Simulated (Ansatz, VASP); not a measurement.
**One calculation of WS2, two programs**

```xyz
3
Lattice="1.5790 0.9116 6.1633 -1.5790 0.9116 6.1633 0.0000 -1.8233 6.1633" Properties=species:S:1:pos:R:3 pbc="T T T"
W     0.0000    0.0000    0.0000
S     0.0000    0.0000   10.7427
S     0.0000    0.0000   13.8730
```

Measurements of this composition are mostly on another form, of space group No. 194.

Alike in both runs: functional r2SCAN; k mesh 10 × 10 × 10; occupations gaussian, width 0.15 eV; no spin polarisation.

|  | VASP | Ansatz |
| --- | --- | --- |
| version | VASP 6.6.1 | Ansatz 0.2.0 |
| potentials or method | VASP PAW PBE potentials, release 64 (W_sv, S) | PseudoDojo stringent (PBEsol files) |
| plane-wave cutoff (eV) | 520 | 1007 |
| valence electrons in the cell | 26 | 26 |
| task | single point | optical spectrum |

```tsv
	VASP	Ansatz	Ansatz less VASP
gap on the k mesh at the Fermi level (eV)	1.19	1.18	-0.007
least direct gap on the mesh (eV)	2.37	2.35	-0.023
```

Caveats: spin-orbit coupling is left out, which moves the levels of the heavy elements; the meta-GGA runs on potentials made for a GGA (Ansatz); spectra need much finer meshes, so this one isn't converged (Ansatz); independent-particle spectra lack excitons (Ansatz); the potentials were made for another functional, which shifts forces and pressure (Ansatz). r2SCAN opens gaps a little over a GGA but as a rule still falls short of measured ones. A k mesh can miss the band edges.
